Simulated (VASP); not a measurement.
# Eu (Im-3m) in VASP: convergence with k mesh

Aim: find how far k mesh must go before the results for Eu settle, at PBE. This setting moves, with any that are tied to it; all else stays.

Everything below comes from runs of VASP 6.6.1. Logs are shortened: lines on timing, memory, paths and dates and some standing lists are left out, and cuts for length are marked.

**1. The crystal as given**

Symmetry: Im-3m, No. 229, cubic system. The conventional cell has a = 4.606 Å, b = 4.606 Å, c = 4.606 Å, α = 90.00°, β = 90.00°, γ = 90.00°. Eu (site symmetry m-3m) is surrounded by 8 Eu at 3.99 Å.

**2. With k mesh 2 × 2 × 2**

INCAR

```
SYSTEM = Eu
  PREC = Accurate
  ENCUT = 520
  EDIFF = 1E-6
  ISMEAR = 1
  SIGMA = 0.1
  LREAL = .FALSE.
  LASPH = .TRUE.
  NELM = 100
  ALGO = Fast
  ISIF = 2
  LWAVE = .FALSE.
  LCHARG = .FALSE.
  ISPIN = 2
  MAGMOM = 7
  LORBIT = 11
  LMAXMIX = 6
  GGA = PE
  NBANDS = 18
```

KPOINTS

```
regular mesh
0
G
  2 2 2
  0 0 0
```

POSCAR

```
Eu
1.0
   -2.3030000000      2.3030000000      2.3030000000
    2.3030000000     -2.3030000000      2.3030000000
    2.3030000000      2.3030000000     -2.3030000000
Eu
1
Direct
    0.0000000000      0.0000000000      0.0000000000
```

Potentials or basis: VASP PAW PBE potentials, release 64 (Eu).

Launch:

```bash
cat potpaw_PBE.64/Eu/POTCAR > POTCAR
mpirun -np 1 vasp_std > vasp.out
```

OUTCAR:

```text
SYSTEM = Eu
   PREC = Accurate
   ENCUT = 520
   EDIFF = 1E-6
   ISMEAR = 1
   LREAL = .FALSE.
   LASPH = .TRUE.
   NELM = 100
   ISIF = 2
   ISPIN = 2
   LORBIT = 11
   GGA = PE

 Found      3 irreducible k-points:

 Following reciprocal coordinates:
            Coordinates               Weight
  0.000000  0.000000  0.000000      1.000000
  0.500000  0.000000  0.000000      6.000000
  0.500000  0.500000  0.500000      1.000000
   k-points           NKPTS =      3   k-points in BZ     NKDIM =      3   number of bands    NBANDS=     18
   number of dos      NEDOS =    301   number of ions     NIONS =      1
   total plane-waves  NPLWV =  27000
   dimension x,y,z NGX =    30 NGY =   30 NGZ =   30
   dimension x,y,z NGXF=    60 NGYF=   60 NGZF=   60
   ions per type =               1
   NGX,Y,Z   is equivalent  to a cutoff of  12.50, 12.50, 12.50 a.u.
   NGXF,Y,Z  is equivalent  to a cutoff of  25.01, 25.01, 25.01 a.u.
 SYSTEM =  Eu
   PREC   = accura    normal or accurate (medium, high low for compatibility)
   ISTART =      0    job   : 0-new  1-cont  2-samecut
   ICHARG =      2    charge: 1-file 2-atom 10-const
   ISPIN  =      2    spin polarized calculation?
   LNONCOLLINEAR =      F non collinear calculations
   LSORBIT =      F    spin-orbit coupling
   LASPH  =      T    aspherical Exc in radial PAW
   ENCUT  =  520.0 eV  38.22 Ry    6.18 a.u.   7.42  7.42  7.42*2*pi/ulx,y,z
   NELM   =    100;   NELMIN=  2; NELMDL= -5     # of ELM steps
   EDIFF  = 0.1E-05   stopping-criterion for ELM
   LREAL  =      F    real-space projection
   EDIFFG = 0.1E-04   stopping-criterion for IOM
   NSW    =      0    number of steps for IOM
   IBRION =     -1    ionic relax: 0-MD 1-quasi-New 2-CG
   NFREE  =      0    steps in history (QN), initial steepest desc. (CG)
   ISIF   =      2    stress and relaxation
   ISYM   =      2    0-nonsym 1-usesym 2-fastsym
   POTIM  = 0.5000    time-step for ionic-motion
   TEBEG  =    0.0;   TEEND  =   0.0 temperature during run
   PSTRESS=    0.0 pullay stress
   NELECT =      17.0000    total number of electrons
   NUPDOWN=      -1.0000    fix difference up-down
   EMIN   =  10.00;   EMAX   =-10.00  energy-range for DOS
   EFERMI =   0.00;   METHOD = LEGACY
   ISMEAR =     1;   SIGMA  =   0.10  broadening in eV -4-tet -1-fermi 0-gaus
   EFERMI_NEDOS =   21; number of points for ismear=-14 and -15
   IALGO  =     68    algorithm
   IMIX   =      4    mixing-type and parameters
     AMIX     =   0.40;   BMIX     =  1.00
     AMIX_MAG =   1.60;   BMIX_MAG =  1.00
  volume/ion in A,a.u.               =      48.86       329.71
  Fermi-wavevector in a.u.,A,eV,Ry     =   1.151447  2.175919 18.039008  1.325830
  Thomas-Fermi vector in A             =   2.288104
   LORBIT       =     11    0 simple, 1 ext, 2 COOP (PROOUT), +10 PAW based schemes
   GGA     = PE    functional components
   LHFCALC =     F    Hartree Fock is set to
   AEXX    =    0.0000 exact exchange contribution
   IVDW    =     0    specifies the selected vdW correction
   LEPSILON=     F    determine dielectric tensor
   LRPA    =     F    only Hartree local field effects (RPA)
 spin polarized calculation
 RMM-DIIS sequential band-by-band and
 Methfessel and Paxton  Order N= 1 SIGMA  =   0.10
  energy-cutoff  :      520.00
  volume of cell :       48.86
 maximum number of plane-waves:      1312
 NGX is ok and might be reduce to    30
   NGX = 15   NGY = 15   NGZ = 15

 number of electron      17.0000007 magnetization       7.1774826

 Free energy of the ion-electron system (eV)
  ---------------------------------------------------
  ext. energy  EPLUGINS =         0.00000000
  ---------------------------------------------------
  free energy    TOTEN  =       -11.71483106 eV

  energy without entropy =      -11.72732793  energy(sigma->0) =      -11.71899668

 E-fermi :   1.4831     XC(G=0):  -8.2129

 val. band max:        1.4386782293   @ k =   0.0000   0.0000   0.0000
 cond. band min:       1.5310224083   @ k =   0.5000   0.5000   0.5000
 fundamental gap:      0.0923441790
 Fermi energy:         1.4830952430

 spin component 1

 k-point     1 :       0.0000    0.0000    0.0000
  band No.  band energies     occupation
      1     -39.9977      1.00000
      2     -18.6602      1.00000
      3     -18.6602      1.00000
      4     -18.6602      1.00000
      5      -2.4758      1.00000
      6       1.2770      1.00653
[... 10 lines left out ...]
     17       4.8342      0.00000
     18      10.4565      0.00000

 k-point     2 :       0.5000    0.0000    0.0000
  band No.  band energies     occupation
      1     -39.9801      1.00000
      2     -18.9312      1.00000
      3     -18.7510      1.00000
      4     -18.6605      1.00000
      5       0.1210      1.00000
      6       1.2711      1.00532
[... 10 lines left out ...]
     17       6.8247      0.00000
     18       8.3346      0.00000

 k-point     3 :       0.5000    0.5000    0.5000
  band No.  band energies     occupation
      1     -39.9663      1.00000
      2     -18.8543      1.00000
      3     -18.8543      1.00000
      4     -18.8543      1.00000
      5       0.8062      1.00000
      6       0.8062      1.00000
[... 10 lines left out ...]
     17       6.3410      0.00000
     18       6.3511      0.00000
 Fermi energy:         1.4830952430

 spin component 2

 k-point     1 :       0.0000    0.0000    0.0000
  band No.  band energies     occupation
      1     -36.8630      1.00000
      2     -16.3581      1.00000
      3     -16.3581      1.00000
      4     -16.3581      1.00000
      5      -1.9055      1.00000
      6       4.2089      0.00000
[... 10 lines left out ...]
     17       6.3356      0.00000
     18      11.3388      0.00000

 k-point     2 :       0.5000    0.0000    0.0000
  band No.  band energies     occupation
      1     -36.8389      1.00000
      2     -16.7148      1.00000
      3     -16.4758      1.00000
      4     -16.3588      1.00000
      5       0.7266      1.00000
      6       2.7214     -0.00000
[... 10 lines left out ...]
     17       8.0136      0.00000
     18      10.0148      0.00000

 k-point     3 :       0.5000    0.5000    0.5000
  band No.  band energies     occupation
      1     -36.8204      1.00000
      2     -16.6112      1.00000
      3     -16.6112      1.00000
      4     -16.6112      1.00000
      5       1.5310      0.14150
      6       1.5310      0.14150
[... 10 lines left out ...]
     17       7.4790      0.00000
     18       7.4844      0.00000

------------------------ aborting loop because EDIFF is reached ----------------------------------------

  FORCE on cell =-STRESS in cart. coord.  units (eV):
  Direction    XX          YY          ZZ          XY          YZ          ZX
  --------------------------------------------------------------------------------------
  -------------------------------------------------------------------------------------
  Total       -2.0665510     -2.0665510     -2.0665510     -0.0000000     -0.0000000      0.0000000
  in kB      -67.7664750    -67.7664750    -67.7664750     -0.0000000     -0.0000000      0.0000000
  external PRESSURE =     -67.7664750 kB  Pullay stress =       0.0000000 kB

 VOLUME and BASIS-vectors are now :
 -----------------------------------------------------------------------------
  energy-cutoff  :      520.00
  volume of cell :       48.86
      direct lattice vectors                 reciprocal lattice vectors
    -2.303000000  2.303000000  2.303000000     0.000000000  0.217108120  0.217108120
     2.303000000 -2.303000000  2.303000000     0.217108120  0.000000000  0.217108120
     2.303000000  2.303000000 -2.303000000     0.217108120  0.217108120  0.000000000

 POSITION                                       TOTAL-FORCE (eV/Angst)
 -----------------------------------------------------------------------------------
      0.00000      0.00000      0.00000        -0.000000     -0.000000     -0.000000
 -----------------------------------------------------------------------------------
    total drift:                               -0.000000     -0.000000     -0.000000

  FREE ENERGIE OF THE ION-ELECTRON SYSTEM (eV)
  ---------------------------------------------------
  free  energy   TOTEN  =       -11.7148310594 eV

  energy  without entropy=      -11.7273279310  energy(sigma->0) =      -11.71899668

 total charge

# of ion       s       p       d       f       tot
--------------------------------------------------
    1        2.078   5.669   0.307   6.703  14.757

 magnetization (x)

# of ion       s       p       d       f       tot
--------------------------------------------------
    1       -0.009  -0.101   0.086   6.703   6.679
```

Wall time 42 s (1 thread of Intel Xeon Platinum 8488C (Sapphire Rapids), shared host); peak memory 0.19 GiB.

What came out:

```
Free energy                                           : -11.7148 eV
Pressure                                              : -6.8 GPa
Band gap on the k mesh                                : none (metal or under the smearing width)
Net moment                                            : 7.18 μB per cell
Site moments                                          : Eu +6.68 μB
Valence electrons inside the program's atomic spheres : Eu 14.76
```

**3. With k mesh 3 × 3 × 3**

INCAR is that of step 2.

KPOINTS

```
regular mesh
0
G
  3 3 3
  0 0 0
```

POSCAR is that of step 2.

Potentials or basis: VASP PAW PBE potentials, release 64 (Eu).

Launch:

```bash
cat potpaw_PBE.64/Eu/POTCAR > POTCAR
mpirun -np 1 vasp_std > vasp.out
```

Wall time 65 s (1 thread of Intel Xeon Platinum 8488C (Sapphire Rapids), shared host); peak memory 0.19 GiB.

What came out:

* Free energy: -11.3333 eV
* Pressure: -1.9 GPa
* Band gap on the k mesh: none (metal or under the smearing width)
* Net moment: 8.04 μB per cell
* Site moments: Eu +6.83 μB
* Valence electrons inside the program's atomic spheres: Eu 14.72

**4. With k mesh 4 × 4 × 4**

INCAR is that of step 3.

KPOINTS

```
regular mesh
0
G
  4 4 4
  0 0 0
```

POSCAR is that of step 3.

Launch:

```bash
cat potpaw_PBE.64/Eu/POTCAR > POTCAR
mpirun -np 1 vasp_std > vasp.out
```

Wall time 56 s (1 thread of Intel Xeon Platinum 8488C (Sapphire Rapids), shared host); peak memory 0.19 GiB.

Results:

| Property | Result |
| --- | --- |
| Free energy | -11.4097 eV |
| Pressure | -1.5 GPa |
| Band gap on the k mesh | none (metal or under the smearing width) |
| Net moment | 7.45 μB per cell |
| Site moments | Eu +6.72 μB |
| Valence electrons inside the program's atomic spheres | Eu 14.72 |

**5. With k mesh 5 × 5 × 5**

INCAR is that of step 4.

KPOINTS

```
regular mesh
0
G
  5 5 5
  0 0 0
```

POSCAR is that of step 4.

Launch:

```bash
cat potpaw_PBE.64/Eu/POTCAR > POTCAR
mpirun -np 1 vasp_std > vasp.out
```

Run time: 60 s. Hardware: 1 thread of Intel Xeon Platinum 8488C (Sapphire Rapids), shared host; peak memory 0.2 GiB.

What came out:

```yaml
Free_energy: -11.4000 eV
Pressure: -2.0 GPa
Band_gap_on_the_k_mesh: none (metal or under the smearing width)
Net_moment: 7.21 μB per cell
Site_moments: Eu +6.67 μB
Valence_electrons_inside_the_program's_atomic_spheres: Eu 14.72
```

**6. With k mesh 6 × 6 × 6**

INCAR is that of step 5.

KPOINTS

```
regular mesh
0
G
  6 6 6
  0 0 0
```

POSCAR is that of step 5.

Potentials or basis: VASP PAW PBE potentials, release 64 (Eu).

Launch:

```bash
cat potpaw_PBE.64/Eu/POTCAR > POTCAR
mpirun -np 1 vasp_std > vasp.out
```

Run time: 73 s. Hardware: 1 thread of Intel Xeon Platinum 8488C (Sapphire Rapids), shared host; peak memory 0.2 GiB.

Results:

| Quantity | Value |
| --- | --- |
| Free energy | -11.3921 eV |
| Pressure | -1.9 GPa |
| Band gap on the k mesh | none (metal or under the smearing width) |
| Net moment | 7.53 μB per cell |
| Site moments | Eu +6.74 μB |
| Valence electrons inside the program's atomic spheres | Eu 14.72 |

**7. With k mesh 7 × 7 × 7**

INCAR is that of step 6.

KPOINTS

```
regular mesh
0
G
  7 7 7
  0 0 0
```

POSCAR is that of step 6.

Launch:

```bash
cat potpaw_PBE.64/Eu/POTCAR > POTCAR
mpirun -np 1 vasp_std > vasp.out
```

It took 1.7 min on 1 thread of Intel Xeon Platinum 8488C (Sapphire Rapids), shared host; peak memory 0.21 GiB.

Results:

| Property | Result |
| --- | --- |
| Free energy | -11.3904 eV |
| Pressure | -1.9 GPa |
| Band gap on the k mesh | none (metal or under the smearing width) |
| Net moment | 7.50 μB per cell |
| Site moments | Eu +6.73 μB |
| Valence electrons inside the program's atomic spheres | Eu 14.72 |

**8. With k mesh 9 × 9 × 9**

INCAR is that of step 7.

KPOINTS

```
regular mesh
0
G
  9 9 9
  0 0 0
```

POSCAR is that of step 7.

Launch:

```bash
cat potpaw_PBE.64/Eu/POTCAR > POTCAR
mpirun -np 1 vasp_std > vasp.out
```

It took 2.7 min on 1 thread of Intel Xeon Platinum 8488C (Sapphire Rapids), shared host; peak memory 0.22 GiB.

Results:

* Free energy: -11.3956 eV
* Pressure: -1.9 GPa
* Band gap on the k mesh: none (metal or under the smearing width)
* Net moment: 7.31 μB per cell
* Site moments: Eu +6.69 μB
* Valence electrons inside the program's atomic spheres: Eu 14.72

**9. With k mesh 11 × 11 × 11**

INCAR is that of step 8.

KPOINTS

```
regular mesh
0
G
  11 11 11
  0 0 0
```

POSCAR is that of step 8.

Potentials or basis: VASP PAW PBE potentials, release 64 (Eu).

Launch:

```bash
cat potpaw_PBE.64/Eu/POTCAR > POTCAR
mpirun -np 1 vasp_std > vasp.out
```

Wall time 3.4 min (1 thread of Intel Xeon Platinum 8488C (Sapphire Rapids), shared host); peak memory 0.25 GiB.

Results:

```yaml
Free_energy: -11.3935 eV
Pressure: -1.9 GPa
Band_gap_on_the_k_mesh: none (metal or under the smearing width)
Net_moment: 7.31 μB per cell
Site_moments: Eu +6.69 μB
Valence_electrons_inside_the_program's_atomic_spheres: Eu 14.72
```

**10. With k mesh 13 × 13 × 13**

INCAR is that of step 9.

KPOINTS

```
regular mesh
0
G
  13 13 13
  0 0 0
```

POSCAR is that of step 9.

Launch:

```bash
cat potpaw_PBE.64/Eu/POTCAR > POTCAR
mpirun -np 1 vasp_std > vasp.out
```

Run time: 5.7 min. Hardware: 1 thread of Intel Xeon Platinum 8488C (Sapphire Rapids), shared host; peak memory 0.29 GiB.

It converged, with:

```yaml
Free_energy: -11.3937 eV
Pressure: -1.9 GPa
Band_gap_on_the_k_mesh: none (metal or under the smearing width)
Net_moment: 7.35 μB per cell
Site_moments: Eu +6.70 μB
Valence_electrons_inside_the_program's_atomic_spheres: Eu 14.72
```

**11. The series at a glance**

```
      k mesh  energy less the tightest run, at zero smearing (meV/atom)  pressure (GPa)  largest site moment (μB)  SCF cycles  CPU time (s)  peak memory (GiB)
   2 × 2 × 2                                                    -325.30           -6.78                      6.68          39            40               0.19
   3 × 3 × 3                                                      61.09           -1.87                      6.83          37            64               0.19
   4 × 4 × 4                                                     -16.60           -1.55                      6.72          35            55               0.19
   5 × 5 × 5                                                      -6.71           -2.04                      6.67          34            59                0.2
   6 × 6 × 6                                                       1.82           -1.90                      6.74          33            72                0.2
   7 × 7 × 7                                                       3.14           -1.86                      6.73          33           100               0.21
   9 × 9 × 9                                                      -1.75           -1.91                      6.69          33           160               0.22
11 × 11 × 11                                                       0.31           -1.89                      6.69          33           200               0.25
13 × 13 × 13                                                       0.00           -1.89                      6.70          32           340               0.29
```

Against the tightest run, the energy stays within 1 meV/atom from 11 × 11 × 11 on; the pressure stays within 0.1 GPa from 6 × 6 × 6 on; the largest site moment stays within 0.02 μB from 9 × 9 × 9 on. Meshes of other sizes hit other points, so gaps and Fermi surfaces needn't settle smoothly. The tightest run that finished is the yardstick and may itself not be fully converged.

Caveats: spin-orbit coupling is left out, which moves the levels of the heavy elements.
